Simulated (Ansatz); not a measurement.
# Platinum, hcp: HSE06 at the PBE geometry

Aim: see what exact exchange does to the levels, and what it costs. Spin polarisation is left out. The geometry was relaxed under PBE beforehand and is kept. Exact exchange is dear, so the k-mesh is coarse, and PBE is run on the same mesh for comparison.

Program: Ansatz 0.2.0. Level of theory: DFT, plane waves (420 eV) with PBE-made PAW files, scalar-relativistic; functionals as named at each step. These are calculated values, not measurements.

## 1. The structure to begin with

Symmetry: P6_3/mmc, No. 194, hexagonal system. Conventional cell: a = 2.767 Å, b = 2.767 Å, c = 4.757 Å, α = 90.00°, β = 90.00°, γ = 120.00°. Around Pt (site symmetry -6m2) lie 12 Pt at 2.77 to 2.87 Å.

As a file:

```
CELL_PARAMETERS angstrom
2.76684 0.00000 0.00000
-1.38342 2.39615 0.00000
0.00000 0.00000 4.75692
ATOMIC_POSITIONS crystal
Pt 0.33333 0.66667 0.25000
Pt 0.66667 0.33333 0.75000
```

## 2. PBE, coarse mesh

The run with PBE.

Contents of input.yaml:

```yaml
crystal:
  lattice:
    - [2.7668411671, 0.0, 0.0]
    - [-1.3834205836, 2.396154739, 0.0]
    - [0.0, 0.0, 4.7569168964]
  atoms:
    - { symbol: Pt, position: [0.3333333333, 0.6666666667, 0.25] }
    - { symbol: Pt, position: [0.6666666667, 0.3333333333, 0.75] }
hamiltonian:
  xc: pbe
  pseudopotentials:
    kind: paw
    azcp:
      Pt: "pseudopotentials/Pt.paw.azcp"
basis:
  ecutwfc: 420
  fft_grid_basis: typed
kpoints:
  mp_grid: { grid: [7, 7, 4], shift: [0, 0, 0] }
magnetization:
  spin_polarized: false
scf:
  occupations: { method: fermi_dirac, width: 0.1 }
```

Launch:

```bash
$ ansatz run input.yaml --threads 4 --pin off --max-ram 8192MiB --backend cpu --events-out ev --progress --plain --runs-dir out
```

Log (excerpt; [...] marks lines left out):

```text
Warning: RAYON_NUM_THREADS=4 ignored (pool sized by the plan → 4); use --threads N
[...]
Pseudopotentials: kind: paw
Pseudopotential: Pt, paw, valence charge 18, recommended cutoff 420 eV (normal), <dir>
Functional definition: PBE
[...]
Crystal: 2 atoms, lattice volume = 31.537 Å³
Basis set: ecut = 420 eV, 603 PW (Γ)
Bands: 22, of which v1, the nominal top of the filled ones, is band 18 counted from 1 (17 counted from 0)
Symmetry: 24 space group operations
Space group: P63/mmc (ITA 194), of the structure as read, at distance tolerance 3.2e-5 Å
k-points: 24 of 196
[...]
SCF iter   1: F=—  HF=-25045.950698 eV  |F-HF|=—  |Δ(HF+E_count)|=         —  Δρ=9.98e-3  dr2=1.37e-2  ethr=1.77e-3  ⟨swp⟩=4.9  Hψ=2018  notcnv=0
[...]
SCF iter   6: F=-25045.950166 eV  HF=-25045.950166 eV  |F-HF|=6.48e-10  |Δ(HF+E_count)|=   3.59e-8  Δρ=6.05e-6  dr2=7.70e-9  ethr=2.78e-10  ⟨swp⟩=2.0  Hψ=1069  notcnv=0
[...]
SCF converged after 6 iterations
Free energy (F): -25045.950166 eV
[...]
E sigma→0 (E₀):  -25045.881902 eV
Entropy (-TS):   -0.136528 eV (-68.264 meV/atom)
Fermi energy:    22.065494 eV
[...]
```

Run time: 0.35 s. Hardware: 4 threads of Arm Neoverse V1, shared host; peak memory 0.26 GiB.

## 3. HSE06, coarse mesh

The run with HSE06.

input.yaml, as its differences from that of step 2:

```diff
@@ -9,3 +9,3 @@
 hamiltonian:
-  xc: pbe
+  xc: hse06
   pseudopotentials:
@@ -23 +23,6 @@
   occupations: { method: fermi_dirac, width: 0.1 }
+output:
+  write_density: true
+  write_potential: true
+  elf: true
+  volumetric_format: npy
```

Launch:

```bash
$ ansatz run input.yaml --threads 4 --pin off --max-ram 8192MiB --backend cpu --events-out ev --progress --plain --runs-dir out
```

Log:

```text
Warning: RAYON_NUM_THREADS=4 ignored (pool sized by the plan → 4); use --threads N
Engine: ansatz 0.2.0, aarch64-unknown-linux-gnu
[... 2 set-up lines as earlier in the session ...]
Functional definition: HSE06
  parameter a = 0.25
  parameter omega = 0.11/bohr
  exchange = pbe_x - a*pbe_x_sr(omega) + a*exact_x_sr(omega)
  correlation = pbe_c
Crystal: 2 atoms, lattice volume = 31.537 Å³
Basis set: ecut = 420 eV, 603 PW (Γ)
Bands: 22, of which v1, the nominal top of the filled ones, is band 18 counted from 1 (17 counted from 0)
[... 2 set-up lines as earlier in the session ...]
k-points: 24 of 196
Non-local potential: Pt, projectors of the file, l = 0: 3, l = 1: 2, l = 2: 2, l = 3: 1
PAW form: soft (Blöchl's): semilocal exchange-correlation on the pseudo side does not see the compensation charge
PAW frozen core: Pt, regenerated for the run's functional, and the local potential with it (the file was generated under x = pbe(κ = 0.804, μ = 0.2195149727645171), c = pbe(β = 0.06672455060314922))
PAW one-centre angular grid: Pt, 590 points (default); XC on 64 Gauss nodes
Initial density: superposition of atomic densities (neutral atoms: chi_scale 0, normalization atom), corrected by the library's trained network
Initial wavefunctions: pseudopotential atomic-orbital guess
Functional: x = pbe(κ = 0.804, μ = 0.2195149727645171), c = pbe(β = 0.06672455060314922), warm-up for x = pbe(κ = 0.804, μ = 0.2195149727645171) + 0.25 (exact − pbe) at short range (hse, ω = 0.20786987370883472 Å⁻¹), c = pbe(β = 0.06672455060314922); HSE06 as pw.x's `hse` composes it (authors' and Libxc's form: `xc: wpbeh`)
SCF iter   1: F=—  HF=-25045.961996 eV  |F-HF|=—  |Δ(HF+E_count)|=         —  Δρ=1.15e-2  dr2=2.27e-2  ethr=1.77e-3  ⟨swp⟩=6.9  Hψ=2076  notcnv=0
preconditioner: auto → Kerker (q_TF=auto, 2.789 Å⁻¹)  [metal: Δε(μ)=0.024 eV  Ē_g=9.038 eV  σ=0.100 eV  W_gap=0.06  n_scr=10 (ndim 8)  ℏωp=29.6 eV  f_vac=0.000  D(μ)=4.18/eV (n_scr^D=66)]
SCF iter   2: F=—  HF=-25045.958014 eV  |F-HF|=—  |Δ(HF+E_count)|=   3.98e-3  Δρ=5.18e-3  dr2=5.15e-3  ethr=6.32e-5  ⟨swp⟩=2.3  Hψ=1006  notcnv=0  defer=1
iter 3 solved again at ethr=4.12e-7 eV; its pass at ethr=1.43e-5 eV (dr2=1.48e-4 eV) is discarded
SCF iter   3: F=—  HF=-25045.957133 eV  |F-HF|=—  |Δ(HF+E_count)|=   8.82e-4  Δρ=9.90e-4  dr2=1.50e-4  ethr=4.12e-7  ⟨swp⟩=3.0  Hψ=2238  notcnv=0  defer=1
SCF iter   4: F=—  HF=-25045.957160 eV  |F-HF|=—  |Δ(HF+E_count)|=   2.74e-5  Δρ=2.14e-4  dr2=1.10e-5  ethr=4.12e-7  ⟨swp⟩=2.3  Hψ=995  notcnv=0
SCF iter   5: F=—  HF=-25045.957158 eV  |F-HF|=—  |Δ(HF+E_count)|=   1.75e-6  Δρ=4.86e-5  dr2=4.89e-7  ethr=3.05e-8  ⟨swp⟩=2.5  Hψ=1006  notcnv=0
SCF iter   6: F=—  HF=-25045.957158 eV  |F-HF|=—  |Δ(HF+E_count)|=   1.04e-7  Δρ=1.67e-5  dr2=4.50e-8  ethr=1.36e-9  ⟨swp⟩=2.9  Hψ=1092  notcnv=0
SCF iter   7: F=—  HF=-25045.957158 eV  |F-HF|=—  |Δ(HF+E_count)|=   2.34e-9  Δρ=2.60e-6  dr2=1.33e-9  ethr=1.25e-10  ⟨swp⟩=2.6  Hψ=1009  notcnv=0
SCF iter   8: F=-25045.957158 eV  HF=-25045.957158 eV  |F-HF|=2.18e-11  |Δ(HF+E_count)|=  1.86e-10  Δρ=5.30e-7  dr2=6.98e-11  ethr=3.69e-12  ⟨swp⟩=3.0  Hψ=1272  notcnv=0
SCF 1 converged in 8 iterations: F = -25045.957158 eV  dr2 = 6.98e-11
Initial density: handed on by an earlier stage of this run
Initial wavefunctions: those handed on with the density
Functional: x = pbe(κ = 0.804, μ = 0.2195149727645171) + 0.25 (exact − pbe) at short range (hse, ω = 0.20786987370883472 Å⁻¹), c = pbe(β = 0.06672455060314922); HSE06 as pw.x's `hse` composes it (authors' and Libxc's form: `xc: wpbeh`)
Exchange kernel: α = 0.2500, screened, ω = 0.2079 Å⁻¹, Wigner–Seitz truncation, v(0) = 1043.9189 eV·Å³, q-mesh 7×7×4, nearest image of the exchange supercell L = 19.03 Å, pair-density grid 15×15×24, without the augmentation charges, whose exchange is taken in its separable form by FFT convolution over the k-point mesh (sized by the pseudopotential files, 18×18×32 at the most), smooth part of the exact exchange by density-matrix convolution
Frozen-core exchange: fock
iter 1 solved again at ethr=7.56e-5 eV; its pass at ethr=1.00e-1 eV (dr2=2.72e-2 eV) is discarded
SCF iter   1: F=—  HF=-25050.123296 eV  |F-HF|=—  |Δ(HF+E_count)|=         —  Δρ=1.31e-2  dr2=2.98e-2  ethr=7.56e-5  ⟨swp⟩=3.4  Hψ=2168  notcnv=0
preconditioner: auto → Kerker (q_TF=auto, 2.789 Å⁻¹)  [metal: Δε(μ)=0.060 eV  Ē_g=10.360 eV  σ=0.100 eV  W_gap=0.15  n_scr=10 (ndim 8)  ℏωp=29.6 eV  f_vac=0.000  D(μ)=3.32/eV (n_scr^D=36)]
SCF iter   2: F=—  HF=-25050.114440 eV  |F-HF|=—  |Δ(HF+E_count)|=   8.86e-3  Δρ=6.58e-3  dr2=8.76e-3  ethr=7.54e-5  ⟨swp⟩=2.1  Hψ=982  notcnv=0
SCF iter   3: F=—  HF=-25050.112239 eV  |F-HF|=—  |Δ(HF+E_count)|=   2.20e-3  Δρ=8.48e-4  dr2=3.22e-3  ethr=1.68e-5  ⟨swp⟩=3.0  Hψ=1177  notcnv=0
SCF iter   4: F=—  HF=-25050.127891 eV  |F-HF|=—  |Δ(HF+E_count)|=   1.57e-2  Δρ=2.88e-3  dr2=1.41e-3  ethr=2.18e-7  ⟨swp⟩=4.2  Hψ=1737  notcnv=0
SCF iter   5: F=—  HF=-25050.127413 eV  |F-HF|=—  |Δ(HF+E_count)|=   4.78e-4  Δρ=2.07e-4  dr2=2.14e-4  ethr=2.18e-7  ⟨swp⟩=3.7  Hψ=1488  notcnv=0
SCF iter   6: F=—  HF=-25050.128175 eV  |F-HF|=—  |Δ(HF+E_count)|=   7.62e-4  Δρ=9.26e-4  dr2=1.52e-4  ethr=1.32e-8  ⟨swp⟩=4.2  Hψ=1732  notcnv=0
SCF iter   7: F=—  HF=-25050.128231 eV  |F-HF|=—  |Δ(HF+E_count)|=   5.62e-5  Δρ=4.34e-4  dr2=3.04e-5  ethr=1.32e-8  ⟨swp⟩=3.6  Hψ=1477  notcnv=0
SCF iter   8: F=-25050.128225 eV  HF=-25050.128225 eV  |F-HF|=7.07e-7  |Δ(HF+E_count)|=   5.50e-6  Δρ=6.34e-5  dr2=1.29e-6  ethr=1.32e-8  ⟨swp⟩=3.2  Hψ=1454  notcnv=0
SCF 2 stopped early in 8 iterations: F = -25050.128225 eV  dr2 = 1.29e-6
hybrid outer 1: dexx = +1.965e-2 eV, tail = 4.95e-5 eV
Exchange kernel: α = 0.2500, screened, ω = 0.2079 Å⁻¹, Wigner–Seitz truncation, v(0) = 1043.9189 eV·Å³, q-mesh 7×7×4, nearest image of the exchange supercell L = 19.03 Å, pair-density grid 15×15×24, without the augmentation charges, whose exchange is taken in its separable form by FFT convolution over the k-point mesh (sized by the pseudopotential files, 18×18×32 at the most), smooth part of the exact exchange by density-matrix convolution
Frozen-core exchange: fock
SCF iter   1: F=—  HF=-25050.128132 eV  |F-HF|=—  |Δ(HF+E_count)|=         —  Δρ=1.16e-4  dr2=1.28e-6  ethr=6.87e-7  ⟨swp⟩=3.2  Hψ=1350  notcnv=0
preconditioner: auto → Kerker (q_TF=auto, 2.789 Å⁻¹)  [metal: Δε(μ)=0.107 eV  Ē_g=10.364 eV  σ=0.100 eV  W_gap=0.26  n_scr=10 (ndim 8)  ℏωp=29.6 eV  f_vac=0.000  D(μ)=3.11/eV (n_scr^D=36)]
SCF iter   2: F=—  HF=-25050.128132 eV  |F-HF|=—  |Δ(HF+E_count)|=   5.05e-7  Δρ=6.75e-5  dr2=4.48e-7  ethr=3.23e-9  ⟨swp⟩=3.0  Hψ=1221  notcnv=0
iter 3 solved again at ethr=7.76e-11 eV; its pass at ethr=1.23e-9 eV (dr2=2.79e-8 eV) is discarded
SCF iter   3: F=-25050.128132 eV  HF=-25050.128132 eV  |F-HF|=2.07e-8  |Δ(HF+E_count)|=   1.13e-7  Δρ=1.11e-5  dr2=3.84e-8  ethr=7.76e-11  ⟨swp⟩=2.1  Hψ=2272  notcnv=0  defer=1
SCF 3 converged in 3 iterations: F = -25050.128132 eV  dr2 = 3.84e-8
hybrid outer 2: dexx = +9.192e-7 eV, tail = 1.32e-7 eV, Δε = 2.84e-3 eV (about 1.57e-4 eV left of the loop's levels)
hybrid SCF converged: 2 outer / 11 inner (+8 warm-up), last move |dexx| = 9.19e-7 eV, tail = 1.32e-7 eV
Stability not checked: this state was not tested for a lower state beside it, because the functional holds exact exchange (a hybrid, or Hartree-Fock), whose exchange loop this test does not read (fock_operator; see scf.lower_state_search)
Free energy (F): -25050.128132 eV
Frozen-core exchange: fock
Harris-Foulkes:  -25050.128132 eV  (|F-HF|=2.07e-8)
Internal energy: -25050.030510 eV  (E = F + TS)
E sigma→0 (E₀):  -25050.079321 eV
Entropy (-TS):   -0.097622 eV (-48.811 meV/atom)
Fermi energy:    21.474154 eV
--- Per-component energies (eV) ---
  E_band       = -379.320315
  E_kinetic    = 1274.429635
  E_local      = -3047.540763  (includes V_loc(G=0)·N_el)
  E_nonlocal   = 403.284632
  E_hartree    = 1129.445272
  E_xc         = -416.009012
  E_vxc        = -477.817728  (∫ρ·V_xc dr)
  E_exx        = -127.135584  (= α·E_x^exact, valence–valence)
  E_paw        = -18890.981323  (= ΣΔE_a)
  E_vpaw       = -536.305834  (= ΣTr[D̂ρ^β])
  E_aug_tail   = 0.000418  (compensation charges beyond the density's cutoff)
  E_ewald      = -5371.468198
  E_core_change = -4.055586  (= ΣΔE_core)
  E_smearing   = -0.097622  (= −TS)
  E_closure    = -0.000000  (closes the sum)
  Σ components = -25050.128132   (vs F -25050.128132, Δ=-3.64e-12)
--- Band table (eV; the first three rows and the last of 24) ---
  k-point 0: bands = ["-81.0333", "-81.0090", "-34.0248", "-33.8136", "-33.8136", "-33.7535", "-33.7535", "-33.5981", "11.0186", "13.6668", "16.9868", "17.4275", "17.4275", "17.8443", "17.8443", "18.9657", "18.9657", "20.8762", "20.8762", "21.0118", "27.4231"]
  k-point 1: bands = ["-81.0298", "-81.0126", "-33.9619", "-33.8048", "-33.8048", "-33.7622", "-33.7622", "-33.6604", "11.6072", "13.6126", "16.8783", "17.3515", "17.3515", "17.6787", "17.6787", "19.0024", "19.3951", "19.3951", "20.7269", "20.7269", "30.3398"]
  k-point 2: bands = ["-81.0212", "-81.0212", "-33.8108", "-33.8108", "-33.7834", "-33.7834", "-33.7834", "-33.7834", "12.9255", "12.9255", "17.1007", "17.1007", "17.4127", "17.4127", "17.4127", "17.4127", "20.1811", "20.1811", "20.1811", "20.1811", "34.9397"]
  k-point 23: bands = ["-80.9900", "-80.9900", "-34.1739", "-34.1739", "-34.0492", "-34.0492", "-33.7288", "-33.7288", "15.3396", "15.3396", "16.4262", "16.4262", "17.3239", "17.3239", "18.6109", "18.6109", "21.3591", "21.3591", "26.9665", "26.9665", "30.3618"]
  guard bands above this table: 1 of the run's 22 bands, where the rule asks 2: the bands that hold charge and the lowest empty level above them stay in the table. The solve was not asked for them (output.publish_guard_bands: true or output.eigenvalues: true publishes all)
```

Run time: 6.2 s. Hardware: 4 threads of Arm Neoverse V1, shared host; peak memory 0.96 GiB.

Density in a lattice plane of the grid's cell (edges 2.77 and 4.76 Å, at 0.333 of the third edge), which holds Pt.

Values in e/Å³, 12 rows by 6 columns:
```
 0.38  0.23  0.39  1.19  2.09  1.20
 0.80  0.33  0.88  5.06  8.42  5.03
 1.16  0.40  1.30  7.39 11.49  7.31
 0.80  0.33  0.88  5.06  8.42  5.03
 0.38  0.23  0.39  1.19  2.09  1.20
 0.25  0.23  0.26  0.33  0.39  0.33
 0.38  0.49  0.39  0.26  0.23  0.26
 0.80  1.41  0.87  0.35  0.25  0.35
 1.16  2.21  1.29  0.42  0.28  0.41
 0.80  1.41  0.87  0.35  0.25  0.35
 0.38  0.49  0.39  0.26  0.23  0.26
 0.25  0.23  0.26  0.33  0.39  0.33
```
Columns run along the first of these edges and rows up along the second, over one cell in 6 and 12 even steps from the bottom left corner. Atoms in the plane (fractional): Pt at (0.67, 0.75).

ELF in the same plane.

Ten even steps from ' ' (0.20) to '@' (0.68):
```
            ..::::::::::....
..        ..--++******++==::
::........--**%%@@@@@@%%##++
::........--##@@@@@@@@@@%%**
--........==##@@@@@@@@@@@@**
::........--##@@@@@@@@@@%%**
::........--**%%@@@@@@%%##++
..        ..--++******++==::
            ..::::::::::....
                            
                            
....::::....                
::--------::..            ..
::========::..            ..
--==++++==::................
::========::..            ..
::--------::..            ..
....::::....                
                            
                            
```
Columns run along the first of these edges and rows up along the second, over one cell in 14 and 20 even steps from the bottom left corner. Atoms in the plane (fractional): Pt at (0.67, 0.75).

Both are smooth fields of the valence electrons: close to the nuclei they are not physical.

## 4. The functionals compared

```csv
functional,gap on the mesh,Fermi energy (eV),SCF cycles,exchange loops,CPU time
PBE,none (levels filled in part),22.065,6,-,0.91 s
HSE06,none (levels filled in part),21.474,19,2,18 s
```

## 5. Summary of results

| quantity | value |
| --- | --- |
| PBE: gap | none (levels filled in part) |
| HSE06: gap | none (levels filled in part) |
| HSE06: SCF cycles, exchange loops | 19, 2 |
| HSE06: CPU time over that of PBE | 20 |

What this shows: Neither PBE nor HSE06 shows a clean gap on this mesh. The hybrid took 20 times as much CPU time as PBE on the same settings. The exchange operator of HSE06 was renewed in 2 outer loops. The total energies in the logs cannot be compared from one functional to another.
